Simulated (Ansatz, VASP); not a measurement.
# HgTe in VASP and in Ansatz

```
CELL_PARAMETERS angstrom
0.00000 2.92150 2.92150
2.92150 0.00000 2.92150
2.92150 2.92150 0.00000
ATOMIC_POSITIONS crystal
Hg 0.00000 0.00000 0.00000
Te 0.50000 0.50000 0.50000
```

Alike in both runs: task electric field gradients; functional PBE; k mesh 10 × 10 × 10; occupations fermi-dirac, width 0.08 eV; no spin polarisation.

|  | VASP | Ansatz |
| --- | --- | --- |
| version | VASP 6.6.1 | Ansatz 0.2.0 |
| potentials or method | VASP PAW PBE potentials, release 64 (Hg, Te) | PAW with Ansatz's default frozen-core files, scalar-relativistic |
| plane-wave cutoff (eV) | 520 | 420 |
| valence electrons in the cell | 18 | 36 |

```csv
,VASP,Ansatz,Ansatz less VASP
pressure (GPa),10.6,10.4,-0.24
Vzz of the field gradient on the site that differs most (V/Å²),0.0,0.0,0.00
```

The two sets of potentials don't hold the same shells in valence. Ansatz warned: «gradients_without_spin_orbit».

The runs have no spin-orbit coupling, so splittings on Hg, Te are missing.
